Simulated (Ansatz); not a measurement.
# BiTe: the cost of one run

Computed with Ansatz 0.2.0 (DFT PBE, scalar-relativistic, plane waves, PAW, unless a step's input says otherwise).

1 further run of the same task is left out (set aside as unsound or not needed).

### 1 The structure to begin with

The structure is cubic, space group Fm-3m (No. 225). Conventional cell: a = 6.470 Å, b = 6.470 Å, c = 6.470 Å, α = 90.00°, β = 90.00°, γ = 90.00°. Bi (site symmetry m-3m) is surrounded by 6 Te at 3.24 Å. Around Te (site symmetry m-3m) lie 6 Bi at 3.24 Å.

Coordinates:

```cif
data_structure
_symmetry_space_group_name_H-M 'Fm-3m'
_symmetry_Int_Tables_number 225
_cell_length_a 6.4700
_cell_length_b 6.4700
_cell_length_c 6.4700
_cell_angle_alpha 90.000
_cell_angle_beta 90.000
_cell_angle_gamma 90.000
_cell_volume 270.84
loop_
_atom_site_label
_atom_site_type_symbol
_atom_site_symmetry_multiplicity
_atom_site_Wyckoff_symbol
_atom_site_fract_x
_atom_site_fract_y
_atom_site_fract_z
_atom_site_occupancy
Bi1 Bi 4 a 0.00000 0.00000 0.00000 1
Te1 Te 4 b 0.50000 0.00000 0.00000 1
```

The structure comes from the Crystallography Open Database.

### 2 A distortion that keeps the symmetry

What differs from the listed cell: strain xx, yy, zz, yz, xz, xy = -0.2, -0.2, -0.2, +0.0, +0.0, +0.0 %.

input.yaml reads:

```yaml
crystal:
  lattice:
    - [0.0, 3.2280124, 3.2280124]
    - [3.2280124, 0.0, 3.2280124]
    - [3.2280124, 3.2280124, 0.0]
  atoms:
    - { symbol: Bi, position: [0.0, 0.0, 0.0] }
    - { symbol: Te, position: [0.5, 0.5, 0.5] }
basis:
  ecutwfc: 420
kpoints:
  mp_grid: { grid: [12, 12, 12] }
hamiltonian:
  xc: pbe
scf:
  occupations: { method: gaussian, width: 0.1 }
output:
  forces: true
  stress: true
  eigenvalues: true
```

Command:

```
ansatz run input.yaml --threads 1 --pin off --max-ram 1331MiB --backend cpu --events-out ev --progress --plain --runs-dir out
```

What time and memory should one allow on 1 thread of an Arm CPU, shared host?

About 7 s, with a peak of 0.38 GiB.
